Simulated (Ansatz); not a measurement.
## PbS under changes of volume

One of the cells (26.664 Å³/atom); the others are scaled copies at fixed shape and fractional positions:

```
Pb S
1.0
     2.07995   -5.99130    0.00000
     2.07995    5.99130    0.00000
     0.00000    0.00000    4.27932
Pb S
2 2
Direct
  0.13056 0.86944 0.25000
  0.86944 0.13056 0.75000
  0.35480 0.64520 0.25000
  0.64520 0.35480 0.75000
```

Measurements of this composition are mostly on another form, of space group No. 225.

```yaml
Program: Ansatz 0.2.0
Functional: RPBE
Dispersion: D3(BJ)
Potentials_or_basis: Ansatz PAW
Cutoff: "420 eV (not typed: the program's choice for these potentials)"
k_mesh: 7 × 7 × 6
Occupations: fermi-dirac, width 0.05 eV
Spin: no spin polarisation
```

```csv
volume (Å³/atom),energy over the lowest point (meV/atom),pressure (GPa),gap on the mesh (eV),largest force (eV/Å)
25.064,0.00,-8.8,1.19,0.318
25.597,30.59,-9.6,1.25,0.182
26.130,63.82,-10.3,1.30,0.084
26.664,99.32,-11.0,1.34,0.123
27.197,136.72,-11.5,1.38,0.252
27.730,175.55,-11.8,1.41,0.372
28.263,?,?,?,?
```

Question: What does the run at 28.263 Å³/atom give?

Answer: Energy over the lowest point 214.85 meV/atom; pressure -11.7 GPa; gap on the mesh 1.43 eV; largest force 0.482 eV/Å.

Worked out: A Birch-Murnaghan fit of order 3 (a polynomial in V^(-2/3)) to the other rows has no minimum within the range. It gives 215.69 meV/atom at 28.263 Å³/atom, against the run's 214.85, and -dE/dV = -12.2 GPa, against -11.7. A parabola through the other rows of the gap, of slope 1.16 eV per unit of ln V there, extrapolates to 1.43 eV, against the run's 1.43.

Energies are extrapolated to zero smearing.

Caveats: odd divisions of the mesh miss points on the zone boundary, where band edges often lie, so the gap on the mesh can be too wide; spin-orbit coupling is left out, which as a rule narrows the gap of such compounds by several tenths of an eV; the PAW data sets come from PBE, with cores solved anew for the run's functional, which leaves a small shift of forces and pressure.

A mesh can miss the band edges.
